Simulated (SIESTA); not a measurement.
Si:

```
Si
1.0
     2.53211    0.00000    0.00000
     0.00000    2.53211    0.00000
     0.00000    0.00000    2.53211
Si
1
Cartesian
  1.2661 1.2661 1.2661
```

The cell was built by a generator and needn't be a form met in nature.

```yaml
Program: SIESTA 5.4.2
Task: relaxation of cell and atoms
Functional: PBE
Potentials_or_basis: PseudoDojo 0.4 standard (PBE files)
Basis: SZ (energy shift 0.003 Ry)
Grid_cutoff: 500 Ry
Energy_shift: 0.003 Ry
k_mesh: 10 × 10 × 10
Occupations: fermi-dirac, width 0.05 eV
Spin: no spin polarisation
```

At the start: pressure 18.3 GPa; volume 16.23 Å³/atom.

How do energy, volume and symmetry change on relaxing?

Over 6 steps the energy falls by 145.9 meV/atom and the volume is 19.21 Å³/atom (+18.3 %); space group Pm-3m (No. 221, to 0.05 Å).

The path:
```
step  energy change (eV)  largest force (eV/Å)  pressure (GPa)  volume (Å³)
   1              0.0000                0.0000           18.30        16.23
   2             -0.0566                0.0000           13.59        16.80
   3             -0.1160                0.0000            7.10        17.74
   4             -0.1439                0.0000            1.65        18.80
   5             -0.1402                0.0000           -2.54        19.89
   6             -0.1459                0.0000           -0.09        19.21
```

Final structure:
```
CELL_PARAMETERS angstrom
2.67803 0.00000 0.00000
0.00000 2.67803 0.00000
0.00000 0.00000 2.67803
ATOMIC_POSITIONS crystal
Si 0.50000 0.50000 0.50000
```

Caveat: the basis has no polarisation orbitals; the volume moved by over 15 % at a fixed basis, so the end points are rough; the basis of atomic orbitals isn't converged, which shifts pressures, moduli and gaps.
